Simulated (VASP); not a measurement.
**Si: single point with PBEsol**

The system is Si.

```
CELL_PARAMETERS angstrom
0.00000 2.72185 2.72185
2.72185 0.00000 2.72185
2.72185 2.72185 0.00000
ATOMIC_POSITIONS crystal
Si 0.25000 0.25000 0.25000
Si 0.00000 0.00000 0.00000
```

```json
{
 "Program": "VASP 6.6.1",
 "Task": "single point",
 "Functional": "PBEsol",
 "Potentials or basis": "VASP PAW PBE potentials, release 64 (Si)",
 "Cutoff": "520 eV",
 "k mesh": "6 × 6 × 6",
 "Occupations": "gaussian, width 0.1 eV",
 "Spin": "no spin polarisation"
}
```

```yaml
Pressure: -0.3 GPa
Band_gap_on_the_k_mesh: 0.60 eV, indirect (least direct gap 2.51 eV)
```

Levels at points of the mesh, in eV from the valence-band top:
```csv
k point,band 1,band 2,band 3,band 4,band 5,band 6,band 7,band 8,band 9
"(0.00, 0.00, 0.00)",-11.94,0.00,0.00,0.00,2.51,2.51,2.51,3.24,7.68
"(0.50, 0.00, 0.00)",-9.61,-6.98,-1.20,-1.20,1.44,3.27,3.27,7.50,10.49
"(0.50, 0.50, 0.00)",-7.81,-7.81,-2.86,-2.86,0.60,0.60,10.00,10.00,10.91
```

Wall time 7 s on 1 thread of Intel(R) Xeon(R) Platinum 8259CL CPU @ 2.50GHz (Skylake/Cascade Lake), with other jobs on the host, peak memory 0.15 GiB.

Caveat: the PAW data sets were made with another functional, which shifts forces and pressure a little. A k mesh can miss the band edges.
